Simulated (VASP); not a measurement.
# SnSe2 (P-3m1) in VASP: notebook

One crystal, SnSe2, is run at these levels: rev-vdW-DF2; tasks: relaxation of cell and atoms.

Everything below comes from runs of VASP 6.6.1. Logs are shortened: lines on timing, memory, paths and dates and some standing lists are left out, and cuts for length are marked.

### 1 The crystal as given

The structure is trigonal, space group P-3m1 (No. 164). The conventional cell has a = 3.811 Å, b = 3.811 Å, c = 6.136 Å, α = 90.00°, β = 90.00°, γ = 120.00°. Sn (site symmetry -3m) has 6 Se at 2.68 Å as nearest neighbours. Se (site symmetry 3m) has 3 Sn at 2.68 Å as nearest neighbours.

### 2 Relaxation of cell and atoms, rev-vdW-DF2

File INCAR:

```
SYSTEM = SnSe2
AGGAC = 0.0
ALGO = Normal
EDIFF = 1E-6
EDIFFG = -0.01
ENCUT = 600
GGA = MK
IBRION = 2
ISIF = 3
ISMEAR = 0
LASPH = .True.
LCHARG = .False.
LREAL = .False.
LUSE_VDW = .True.
LWAVE = .False.
NELM = 80
NSW = 90
PARAM1 = 0.1234
PARAM2 = 0.711357
PREC = Accurate
SIGMA = 0.03
ZAB_VDW = -1.8867
```

File KPOINTS:

```
k-points
0
Gamma
  9 9 5
  0 0 0
```

File POSCAR:

```
SnSe2
1.0
    3.8110000000      0.0000000000      0.0000000000
   -1.9055000000      3.3004228100      0.0000000000
    0.0000000000      0.0000000000      6.1360000000
Sn Se
1 2
Direct
    0.0000000000      0.0000000000      0.0000000000
    0.3333333300      0.6666666700      0.2490000000
    0.6666666700      0.3333333300      0.7510000000
```

Potentials or basis: VASP PAW PBE potentials, release 64 (Sn_d, Se).

Started as:

```bash
> cat potpaw_PBE.64/Sn_d/POTCAR potpaw_PBE.64/Se/POTCAR > POTCAR
> mpirun -np 1 vasp_std > vasp.out
```

OUTCAR:

```text
SYSTEM = SnSe2
   EDIFF = 1E-6
   EDIFFG = -0.01
   ENCUT = 600
   GGA = MK
   IBRION = 2
   ISIF = 3
   ISMEAR = 0
   LASPH = .True.
   LREAL = .False.
   NELM = 80
   NSW = 90
   PREC = Accurate

 ion  position               nearest neighbor table
   1  0.000  0.000  0.000-   2 2.68   3 2.68   2 2.68   3 2.68   3 2.68   2 2.68
   2  0.333  0.667  0.249-   1 2.68   1 2.68   1 2.68
   3  0.667  0.333  0.751-   1 2.68   1 2.68   1 2.68

  LATTYP: Found a hexagonal cell.
 ALAT       =     3.8110000000
 C/A-ratio  =     1.6100760955

  Lattice vectors:

 A1 = (   3.8110000000,   0.0000000000,   0.0000000000)
 A2 = (  -1.9055000000,   3.3004228100,   0.0000000000)
 A3 = (   0.0000000000,   0.0000000000,   6.1360000000)

Analysis of symmetry for initial positions (statically):
=====================================================================
 Subroutine PRICEL returns:
 Original cell was already a primitive cell.

 Routine SETGRP: Setting up the symmetry group for a
 hexagonal supercell.

 Subroutine GETGRP returns: Found 12 space group operations
 (whereof 12 operations were pure point group operations)
 out of a pool of 24 trial point group operations.

The static configuration has the point symmetry D_3d.

Analysis of symmetry for dynamics (positions and initial velocities):
=====================================================================
 Subroutine PRICEL returns:
 Original cell was already a primitive cell.

 Routine SETGRP: Setting up the symmetry group for a
 hexagonal supercell.

 Subroutine GETGRP returns: Found 12 space group operations
 (whereof 12 operations were pure point group operations)
 out of a pool of 24 trial point group operations.

The dynamic configuration has the point symmetry D_3d.

 Subroutine INISYM returns: Found 12 space group operations
 (whereof 12 operations are pure point group operations),
 and found     1 'primitive' translations

----------------------------------------------------------------------------------------

                                     Primitive cell

  volume of cell :      77.1781

  direct lattice vectors                    reciprocal lattice vectors
     3.811000000  0.000000000  0.000000000     0.262398321  0.151495741  0.000000000
    -1.905500000  3.300422810  0.000000000     0.000000000  0.302991482  0.000000000
     0.000000000  0.000000000  6.136000000     0.000000000  0.000000000  0.162972621

  length of vectors
     3.811000000  3.810999997  6.136000000     0.302991482  0.302991482  0.162972621

  position of ions in fractional coordinates (direct lattice)
     0.000000000  0.000000000  0.000000000
     0.333333330  0.666666670  0.249000000
     0.666666670  0.333333330  0.751000000

  ion indices of the primitive-cell ions
   primitive index   ion index
                 1           1
                 2           2
                 3           3

----------------------------------------------------------------------------------------

 KPOINTS: k-points

Automatic generation of k-mesh.
 Grid dimensions read from file:
 generate k-points for:    9    9    5

 Generating k-lattice:

  Cartesian coordinates                     Fractional coordinates (reciprocal lattice)
     0.029155369  0.016832860  0.000000000     0.111111111 -0.000000000  0.000000000
     0.000000000  0.033665720  0.000000000     0.000000000  0.111111111  0.000000000
     0.000000000  0.000000000  0.032594524     0.000000000  0.000000000  0.200000000

  Length of vectors
     0.033665720  0.033665720  0.032594524

  Shift w.r.t. Gamma in fractional coordinates (k-lattice)
     0.000000000  0.000000000  0.000000000

 Subroutine IBZKPT returns following result:
 ===========================================

 Found     50 irreducible k-points:

 Following reciprocal coordinates:
            Coordinates               Weight
  0.000000  0.000000  0.000000      1.000000
  0.111111 -0.000000  0.000000      6.000000
  0.222222 -0.000000  0.000000      6.000000
  0.333333 -0.000000  0.000000      6.000000
  0.444444 -0.000000  0.000000      6.000000
  0.111111  0.111111  0.000000      6.000000
[... 16 lines left out ...]
  0.222222  0.111111  0.200000     12.000000
 -0.111111  0.333333  0.200000     12.000000
 [... further k-points ...]
   k-points           NKPTS =     50   k-points in BZ     NKDIM =     50   number of bands    NBANDS=     17
   number of dos      NEDOS =    301   number of ions     NIONS =      3
   total plane-waves  NPLWV =  45000
   dimension x,y,z NGX =    30 NGY =   30 NGZ =   50
   dimension x,y,z NGXF=    60 NGYF=   60 NGZF=  100
   ions per type =               1   2
   NGX,Y,Z   is equivalent  to a cutoff of  13.09, 13.09, 13.55 a.u.
   NGXF,Y,Z  is equivalent  to a cutoff of  26.17, 26.17, 27.09 a.u.
 SYSTEM =  SnSe2
   PREC   = accura    normal or accurate (medium, high low for compatibility)
   ISTART =      0    job   : 0-new  1-cont  2-samecut
   ICHARG =      2    charge: 1-file 2-atom 10-const
   ISPIN  =      1    spin polarized calculation?
   LNONCOLLINEAR =      F non collinear calculations
   LSORBIT =      F    spin-orbit coupling
   LASPH  =      T    aspherical Exc in radial PAW
   ENCUT  =  600.0 eV  44.10 Ry    6.64 a.u.   7.61  7.61 12.26*2*pi/ulx,y,z
   NELM   =     80;   NELMIN=  2; NELMDL= -5     # of ELM steps
   EDIFF  = 0.1E-05   stopping-criterion for ELM
   LREAL  =      F    real-space projection
   EDIFFG = -.1E-01   stopping-criterion for IOM
   NSW    =     90    number of steps for IOM
   IBRION =      2    ionic relax: 0-MD 1-quasi-New 2-CG
   NFREE  =      1    steps in history (QN), initial steepest desc. (CG)
   ISIF   =      3    stress and relaxation
   ISYM   =      2    0-nonsym 1-usesym 2-fastsym
   POTIM  = 0.5000    time-step for ionic-motion
   TEBEG  =    0.0;   TEEND  =   0.0 temperature during run
   PSTRESS=    0.0 pullay stress
   NELECT =      26.0000    total number of electrons
   NUPDOWN=      -1.0000    fix difference up-down
   EMIN   =  10.00;   EMAX   =-10.00  energy-range for DOS
   EFERMI =   0.00;   METHOD = LEGACY
   ISMEAR =     0;   SIGMA  =   0.03  broadening in eV -4-tet -1-fermi 0-gaus
   EFERMI_NEDOS =   21; number of points for ismear=-14 and -15
   IALGO  =     38    algorithm
   IMIX   =      4    mixing-type and parameters
     AMIX     =   0.40;   BMIX     =  1.00
     AMIX_MAG =   1.60;   BMIX_MAG =  1.00
  volume/ion in A,a.u.               =      25.73       173.61
  Fermi-wavevector in a.u.,A,eV,Ry     =   1.139116  2.152617 17.654722  1.297585
  Thomas-Fermi vector in A             =   2.275820
   LORBIT       =      0    0 simple, 1 ext, 2 COOP (PROOUT), +10 PAW based schemes
   GGA     = MK    functional components
   LHFCALC =     F    Hartree Fock is set to
   AEXX    =    0.0000 exact exchange contribution
   IVDW_NL    =     1    kernel type
   BPARAM     = 6.3000
   IVDW    =     0    specifies the selected vdW correction
   LEPSILON=     F    determine dielectric tensor
   LRPA    =     F    only Hartree local field effects (RPA)
 conjugate gradient relaxation of ions
 non-spin polarized calculation
 Gauss-broadening in eV      SIGMA  =   0.03
  energy-cutoff  :      600.00
  volume of cell :       77.18
 maximum number of plane-waves:      2605
   NGX = 15   NGY = 15   NGZ = 25

--------------------------------------- Ionic step        1  -------------------------------------------

 number of electron      25.9999991 magnetization

 Free energy of the ion-electron system (eV)
  ---------------------------------------------------
  ext. energy  EPLUGINS =         0.00000000
  ---------------------------------------------------
  free energy    TOTEN  =        -6.14875631 eV

  energy without entropy =       -6.14875631  energy(sigma->0) =       -6.14875631

------------------------ aborting loop because EDIFF is reached ----------------------------------------

  FORCE on cell =-STRESS in cart. coord.  units (eV):
  Direction    XX          YY          ZZ          XY          YZ          ZX
  --------------------------------------------------------------------------------------
  -------------------------------------------------------------------------------------
  Total        1.9405204      1.9405204      2.6098100      0.0000000      0.0000000      0.0000000
  in kB       40.2842151     40.2842150     54.1783272      0.0000000      0.0000000      0.0000000
  external PRESSURE =      44.9155857 kB  Pullay stress =       0.0000000 kB
[... 96 lines left out ...]
  FREE ENERGIE OF THE ION-ELECTRON SYSTEM (eV)
  ---------------------------------------------------
  free  energy   TOTEN  =        -6.2294945985 eV

  energy  without entropy=       -6.2294945985  energy(sigma->0) =       -6.22949460

Total vdW correction in eV:      4.1943270

[... ionic steps 4 to 11 ...]

--------------------------------------- Ionic step       12  -------------------------------------------

 number of electron      25.9999996 magnetization

 E-fermi :   4.0054     XC(G=0):  -9.4891

 val. band max:        3.8787121729   @ k =   0.1111   0.1111   0.0000
 cond. band min:       4.2860638761   @ k =   0.0000   0.4444   0.4000
 fundamental gap:      0.4073517032
 Fermi energy:         4.0054250990

 k-point     1 :       0.0000    0.0000    0.0000
  band No.  band energies     occupation
      1     -17.3956      2.00000
      2     -17.3956      2.00000
      3     -17.3609      2.00000
      4     -17.3521      2.00000
      5     -17.3521      2.00000
      6      -9.8106      2.00000
[... 9 lines left out ...]
     16       8.3297      0.00000
     17       8.3297      0.00000
[... 535 lines left out ...]
Total vdW correction in eV:      4.1334074

--------------------------------------- Ionic step       14  -------------------------------------------

 number of electron      25.9999996 magnetization

 Free energy of the ion-electron system (eV)
  ---------------------------------------------------
  ext. energy  EPLUGINS =         0.00000000
  ---------------------------------------------------
  free energy    TOTEN  =        -6.23786976 eV

  energy without entropy =       -6.23786976  energy(sigma->0) =       -6.23786976

 E-fermi :   4.1114     XC(G=0):  -9.5279

 val. band max:        3.9863550859   @ k =   0.1111   0.1111   0.0000
 cond. band min:       4.3829625414   @ k =   0.0000   0.4444   0.4000
 fundamental gap:      0.3966074555
 Fermi energy:         4.1113964264

 k-point     1 :       0.0000    0.0000    0.0000
  band No.  band energies     occupation
      1     -17.3162      2.00000
      2     -17.3162      2.00000
      3     -17.2815      2.00000
      4     -17.2723      2.00000
      5     -17.2723      2.00000
      6      -9.7640      2.00000
[... 9 lines left out ...]
     16       8.4201      0.00000
     17       8.4201      0.00000
[... 490 lines left out ...]
  FREE ENERGIE OF THE ION-ELECTRON SYSTEM (eV)
  ---------------------------------------------------
  free  energy   TOTEN  =        -6.2378697614 eV

  energy  without entropy=       -6.2378697614  energy(sigma->0) =       -6.23786976

Total vdW correction in eV:      4.1358911

 reached required accuracy - stopping structural energy minimisation
```

Run time: 9.4 min. Hardware: 1 thread of Intel Xeon 6975P-C (Granite Rapids), shared host; peak memory 0.51 GiB.

What came out:

```
Free energy                            : -6.2379 eV
Relaxed volume                         : 26.28 Å³/atom
Relaxed cell                           : a = 3.866 Å, b = 3.866 Å, c = 6.091 Å, α = 90.00°, β = 90.00°, γ = 120.00°
Space group after relaxing (to 0.05 Å) : P-3m1 (No. 164)
Energy gained by relaxing              : 29.7 meV/atom
Ionic steps                            : 14
Pressure after relaxing                : 0.0 GPa
Largest force after relaxing           : 0.005 eV/Å
Band gap on the k mesh                 : 0.40 eV, indirect (least direct gap 0.67 eV)
```

Forces on the atoms (eV/Å):
```
Sn   0.000  0.000  0.000
Se   0.000  0.000 -0.005
Se   0.000  0.000  0.005
```

Step by step:
```
step  energy change (eV)  largest force (eV/Å)  pressure (GPa)  volume (Å³)
   1              0.0000                0.8989            4.49        77.18
   2             -0.0305                0.3940           -3.26        85.51
   3             -0.0807                0.1226           -0.34        81.64
   4             -0.0807                0.1357           -0.19        81.55
   5             -0.0828                0.0997           -0.13        81.20
   6             -0.0838                0.0585           -0.03        80.80
   7             -0.0839                0.0464            0.01        80.68
   8             -0.0849                0.0314           -0.06        80.55
   9             -0.0870                0.0116           -0.26        80.18
  10             -0.0877                0.0933           -0.57        79.43
  11             -0.0880                0.0606           -0.44        79.72
  12             -0.0885                0.0452           -0.34        79.47
  13             -0.0891                0.0024            0.06        78.72
  14             -0.0891                0.0051            0.00        78.84
```

Final structure:
```cif
data_structure
_symmetry_space_group_name_H-M 'P 1'
_symmetry_Int_Tables_number 1
_cell_length_a 3.8658
_cell_length_b 3.8658
_cell_length_c 6.0915
_cell_angle_alpha 90.000
_cell_angle_beta 90.000
_cell_angle_gamma 120.000
_cell_volume 78.84
loop_
_atom_site_label
_atom_site_type_symbol
_atom_site_fract_x
_atom_site_fract_y
_atom_site_fract_z
_atom_site_occupancy
Sn1 Sn 0.00000 0.00000 0.00000 1
Se1 Se 0.33333 0.66667 0.26279 1
Se2 Se 0.66667 0.33333 0.73721 1
```

Caveat: the PAW data sets were made with another functional, which shifts forces and pressure a little; spin-orbit coupling is left out, which moves the levels of the heavy elements; an odd mesh through Γ misses points on the zone boundary, where band edges often lie.

### 3 Relaxation of cell and atoms, rev-vdW-DF2

This run uses another cell than the first one, of 26.28 Å³/atom, 1.022 times its volume.

Changes to INCAR since step 2:

```diff
@@ -3,4 +3,4 @@
 ALGO = Normal
-EDIFF = 1E-6
-EDIFFG = -0.01
+EDIFF = 1E-7
+EDIFFG = -0.005
 ENCUT = 600
```

KPOINTS is that of step 2.

File POSCAR:

```
SnSe2                                   
1.0
    3.8658270624     -0.0000000000     -0.0000000000
   -1.9329135312      3.3479044387      0.0000000000
    0.0000000000     -0.0000000000      6.0914965549
  Sn              Se            
     1     2
Direct
     0.0000000000000000    0.0000000000000000    0.0000000000000000
     0.3333333300000021    0.6666666699999979    0.2627905600016527
     0.6666666699999979    0.3333333300000021    0.7372094399983473
```

Potentials or basis: VASP PAW PBE potentials, release 64 (Sn_d, Se).

Started as:

```bash
> cat potpaw_PBE.64/Sn_d/POTCAR potpaw_PBE.64/Se/POTCAR > POTCAR
> mpirun -np 1 vasp_std > vasp.out
```

Wall time 96 s (1 thread of Intel Xeon 6975P-C (Granite Rapids), shared host); peak memory 0.55 GiB.

The run converged. Its results:

```yaml
Free_energy: -6.2380 eV
Energy_gained_by_relaxing: 0.0 meV/atom
Ionic_steps: 2
Pressure_after_relaxing: 0.0 GPa
Band_gap_on_the_k_mesh: 0.40 eV, indirect (least direct gap 0.67 eV)
```

Final structure:
```yaml
crystal:
  lattice:
    - [3.86593, 0.00000, 0.00000]
    - [-1.93297, 3.34800, 0.00000]
    - [0.00000, 0.00000, 6.09067]
  atoms:
    - { symbol: Sn, position: [0.00000, 0.00000, 0.00000] }
    - { symbol: Se, position: [0.33333, 0.66667, 0.26275] }
    - { symbol: Se, position: [0.66667, 0.33333, 0.73725] }
```

Levels at points of the mesh, in eV from the valence-band top:
```tsv
k point	band 11	band 12	band 13	band 14	band 15	band 16
(0.00, 0.00, 0.00)	-0.47	-0.47	-0.10	0.57	2.91	4.43
```

Caveat: the PAW data sets were made with another functional, which shifts forces and pressure a little; spin-orbit coupling is left out, which moves the levels of the heavy elements; an odd mesh through Γ misses points on the zone boundary, where band edges often lie.
